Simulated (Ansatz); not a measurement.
Set up this calculation in Ansatz 0.2.0, as the native input.

```yaml
Task: relaxation of cell and atoms
Functional: PBE
Potentials_or_basis: Ansatz PAW
Cutoff: "420 eV (not typed: the program's choice for these potentials)"
k_mesh: 11 × 11 × 11
Occupations: fermi-dirac, width 0.05 eV
Spin: no spin polarisation
```

The system is Ag.

```
Ag
1.0
    -1.65565    1.65565    1.65565
     1.65565   -1.65565    1.65565
     1.65565    1.65565   -1.65565
Ag
1
Direct
  0.00000 0.00000 0.00000
```

This isn't the form of Ag at room conditions, which is fcc.

These files were run (other wordings do the same):

input.yaml

```yaml
crystal:
  lattice:
    - [-1.655654, 1.655654, 1.655654]
    - [1.655654, -1.655654, 1.655654]
    - [1.655654, 1.655654, -1.655654]
  atoms:
    - { symbol: Ag, position: [0.0, 0.0, 0.0] }
hamiltonian:
  xc: pbe
  pseudopotentials: { kind: paw }
kpoints:
  mp_grid: { grid: [11, 11, 11] }
scf:
  occupations: { method: fermi_dirac, width: 0.05 }
output:
  forces: true
  stress: true
  eigenvalues: true
relax:
  f_tol: 0.01
  max_steps: 40
  cell: { stress_tol: 0.05 }
```

Potentials or basis: Ansatz PAW.

Command:

```sh
$ ansatz run input.yaml --threads 2 --pin off --max-ram 5632MiB --backend cpu --events-out ev --progress --plain --runs-dir out
```

It gave:

```yaml
Relaxed_volume: 17.99 Å³/atom
Relaxed_cell: a = 2.859 Å, b = 2.859 Å, c = 2.859 Å, α = 109.47°, β = 109.47°, γ = 109.47°
Space_group_after_relaxing_to_0.05_Å: Im-3m (No. 229)
Energy_gained_by_relaxing: 0.4 meV/atom
Ionic_steps: 4
Pressure_after_relaxing: 0.0 GPa
Band_gap_on_the_k_mesh: none (metal or under the smearing width)
```

Caveat: the plane-wave basis is chosen anew once the cell has moved, so the energies of steps on either side of that aren't comparable.

Wall time 1.6 s on 2 threads of Arm Neoverse V2 (shared host), peak memory 0.27 GiB.
